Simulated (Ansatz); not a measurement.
The system is P.

```
P
1.0
     4.82797   -4.29247    0.00000
     4.82797    4.29247    0.00000
    -0.02372    0.00000    5.58062
P
8
Direct
  0.77449 0.52034 0.25349
  0.47966 0.22551 0.74651
  0.22551 0.47966 0.74651
  0.52034 0.77449 0.25349
  0.28502 0.28502 0.42802
  0.71498 0.71498 0.57198
  0.15675 0.15675 0.74898
  0.84325 0.84325 0.25102
```

This isn't the form of P at room conditions, which is orthorhombic.

Base run:

```yaml
Program: Ansatz 0.2.0
Functional: PBEsol
Potentials_or_basis: Ansatz PAW
Cutoff: "420 eV (not typed: the program's choice for these potentials)"
k_mesh: 4 × 4 × 5
Occupations: gaussian, width 0.05 eV
Spin: no spin polarisation
```

Its results: band gap on the k mesh 3.10 eV, indirect (least direct gap 3.41 eV); pressure 0.7 GPa; largest force 0.577 eV/Å.

The run is repeated on the same cell with these changes: functional from PBEsol to PBE; occupations from gaussian, width 0.05 eV to gaussian, width 0.02 eV. What comes out?

Band gap on the k mesh 3.15 eV, indirect (least direct gap 3.47 eV); pressure 2.1 GPa; largest force 0.685 eV/Å.

Caveats: odd divisions of the mesh miss points on the zone boundary, where band edges often lie, so the gap on the mesh can be too wide; the PAW data sets come from PBE, with cores solved anew for the run's functional, which leaves a small shift of forces and pressure (some runs).

A k mesh can miss the band edges.
